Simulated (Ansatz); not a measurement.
## Pressure against volume: Cs

```cif
data_structure
_symmetry_space_group_name_H-M 'P 1'
_symmetry_Int_Tables_number 1
_cell_length_a 5.2351
_cell_length_b 5.2351
_cell_length_c 5.2351
_cell_angle_alpha 109.471
_cell_angle_beta 109.471
_cell_angle_gamma 109.471
_cell_volume 110.45
loop_
_atom_site_label
_atom_site_type_symbol
_atom_site_fract_x
_atom_site_fract_y
_atom_site_fract_z
_atom_site_occupancy
Cs1 Cs 0.00000 0.00000 0.00000 1
```

The runs use the primitive cell with vectors (-3.022, 3.022, 3.022), (3.022, -3.022, 3.022), (3.022, 3.022, -3.022) Å, to which the k mesh refers.

The cell is a measured one (Crystallography Open Database entry 9011010); the temperature and pressure of the measurement aren't taken into account, and nothing was relaxed.

No spin–orbit coupling, which matters for the heavy atoms here.

Methods: DFT, PBE, all-electron LAPW, scalar-relativistic (Ansatz 0.2.0); DFT, PBE, PAW with Ansatz's default frozen-core files, scalar-relativistic (Ansatz 0.2.0).

For LAPW: a Γ-centred 9×9×9 k mesh, Fermi–Dirac smearing of 0.05 eV, basis error target 1 meV/atom, no spin polarisation. PAW takes a cutoff of 420 eV at this cell. The Ansatz runs share mesh, smearing and spin set-up. Plane-wave (PAW) pressures include the program's estimate of the Pulay term.

The cell above is scaled evenly, with fractional coordinates and shape held.

| V/V(cell) | V (Å³/atom) | P, LAPW (GPa) | P, PAW (GPa) | free energy over the lowest listed, PAW (meV/atom) |
| --- | --- | --- | --- | --- |
| 0.9405 | 103.877 | 0.28 | 0.28 | 10.4 |
| 0.9700 | 107.135 | 0.20 | 0.20 | 5.5 |
| 1.0000 | 110.448 | 0.12 | 0.12 | 2.3 |
| 1.0300 | 113.762 | ? | ? | ? |
| 1.0600 | 117.075 | 0.00 | -0.01 | 0.0 |

(1) Fill in the row V/V(cell) = 1.0300.

(2) What do Birch–Murnaghan fits to the pressures give?

Results:

(1) P, LAPW (GPa) = 0.05, P, PAW (GPa) = 0.05, free energy over the lowest listed, PAW (meV/atom) = 0.5.

(2) LAPW: V0 = 116.78 Å³/atom, B0 = 2 GPa, B0′ = 3.5; PAW: V0 = 116.74 Å³/atom, B0 = 2 GPa, B0′ = 3.5.
